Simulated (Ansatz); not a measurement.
**MoS2 under changes of volume**

One of the cells (50.735 Å³/atom); the others are scaled copies at fixed shape and fractional positions:

```
Mo S
1.0
     3.18413    0.00000    0.00000
    -1.59206    2.75753    0.00000
     0.00000    0.00000   17.33460
Mo S
1 2
Direct
  0.00000 0.00000 0.00000
  0.33333 0.66667 0.91051
  0.33333 0.66667 0.08949
```

| Quantity | Value |
| --- | --- |
| Program | Ansatz 0.2.0 |
| Functional | r2SCAN |
| Potentials or basis | Ansatz PAW |
| Cutoff | 500 eV (not typed: the program's choice for these potentials) |
| k mesh | 10 × 10 × 2 |
| Occupations | fermi-dirac, width 0.05 eV |
| Spin | no spin polarisation |

| volume (Å³/atom) | energy over the lowest point (meV/atom) | gap on the mesh (eV) | largest force (eV/Å) |
| --- | --- | --- | --- |
| 47.690 | ? | ? | ? |
| 48.705 | 14.73 | 1.93 | 0.752 |
| 49.720 | 3.61 | 1.87 | 0.370 |
| 50.735 | 0.00 | 1.81 | 0.018 |
| 51.749 | 3.14 | 1.76 | 0.309 |
| 52.764 | 12.35 | 1.71 | 0.611 |
| 53.779 | 27.01 | 1.65 | 0.890 |

What does the run at 47.690 Å³/atom give?

Energy over the lowest point 34.22 meV/atom; gap on the mesh 2.00 eV; largest force 1.165 eV/Å.

Worked out: A Birch-Murnaghan fit of order 3 (a polynomial in V^(-2/3)) to the other rows has its minimum at 50.75 Å³/atom with B0 = V·E''(V) = 53 GPa and B' = 4.3 at fixed shape and positions, which overstates the stiffness. It gives 34.22 meV/atom at 47.690 Å³/atom, against the run's 34.22. A straight line through the other rows of the gap, of slope -2.78 eV per unit of ln V, extrapolates to 1.99 eV, against the run's 2.00.

Energies are extrapolated to zero smearing.

Caveats: the PAW data sets come from PBE, with cores solved anew for the run's functional, which leaves a small shift of forces and pressure.

A mesh can miss the band edges. Spin-orbit coupling on Mo is left out.
